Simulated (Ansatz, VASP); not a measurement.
# One calculation of KI, two programs

Contents of INCAR:

```
PREC     = Accurate       # precision mode
ENCUT    = 600            # plane-wave cutoff, eV
EDIFF    = 1E-6           # SCF threshold, eV
ISMEAR   = 0              # smearing method
SIGMA    = 0.02           # smearing width, eV
LREAL    = False          # projectors in reciprocal space
LASPH    = True           # aspherical terms in the spheres
NELM     = 100            # most SCF steps
ALGO     = Normal         # electronic algorithm
ISIF     = 3              # what is computed and relaxed
LWAVE    = False          # write WAVECAR
LCHARG   = False          # write CHGCAR
GGA      = PE             # functional
IBRION   = 2              # ionic algorithm
NSW      = 100            # ionic steps
EDIFFG   = -0.01          # ionic threshold
```

The input KPOINTS:

```
regular mesh
0
Gamma
  6 6 4
```

Contents of POSCAR:

```
KI
1.0
    6.0888820102      0.0000000000      0.0000000000
   -3.0444410051      5.2731265014      0.0000000000
    0.0000000000      0.0000000000      7.1196570644
K I
2 2
Direct
    0.3333333333      0.6666666667      0.9365774251
    0.6666666667      0.3333333333      0.4365774251
    0.3333333333      0.6666666667      0.4365575049
    0.6666666667      0.3333333333      0.9365575049
```

Input for Ansatz:

```yaml
crystal:
  lattice:
    - [6.0888820102, 0.0, 0.0]
    - [-3.0444410051, 5.2731265014, 0.0]
    - [0.0, 0.0, 7.1196570644]
  atoms:
    - { symbol: K, position: [0.3333333333, 0.6666666667, 0.9365774251] }
    - { symbol: K, position: [0.6666666667, 0.3333333333, 0.4365774251] }
    - { symbol: I, position: [0.3333333333, 0.6666666667, 0.4365575049] }
    - { symbol: I, position: [0.6666666667, 0.3333333333, 0.9365575049] }
basis:
  ecutwfc: 420
kpoints:
  mp_grid: { grid: [6, 6, 4] }
hamiltonian:
  xc: pbe
scf:
  occupations: { method: gaussian, width: 0.02 }
output:
  forces: true
  stress: true
  eigenvalues: true
  write_density: true
  write_potential: true
  elf: true
  volumetric_format: npy
relax:
  adjacent_minimum: "off"
  f_tol: 0.01
  max_steps: 80
  cell: { stress_tol: 0.05 }
```

Alike in both runs: task relaxation of cell and atoms; functional PBE; k mesh 6 × 6 × 4; occupations gaussian, width 0.02 eV; no spin polarisation.

```csv
,VASP,Ansatz
version,VASP 6.6.1,Ansatz 0.2.0
potentials or method,"VASP PAW PBE potentials, release 64 (K_sv, I)","scalar-relativistic, plane waves, PAW"
plane-wave cutoff (eV),600,420
valence electrons in the cell,32,52
```

```tsv
	VASP	Ansatz	Ansatz less VASP
gap on the k mesh at the Fermi level, each at its own relaxed structure (eV)	3.75	3.75	+0.003
relaxed volume (Å³/atom)	57.15	57.15	0.000
relaxed cell length with the largest relative difference (Å)	7.120	7.120	0.0000
```

The two sets of potentials don't hold the same shells in valence. Ansatz warned: «structure_snapped_to_symmetry».

Caveats: the relaxation stopped at its first step, so nothing moved; spin-orbit coupling is left out, which moves the levels of the heavy elements. A k mesh can miss the band edges. A hybrid or GW would open this gap; PBE tends to underestimate it.
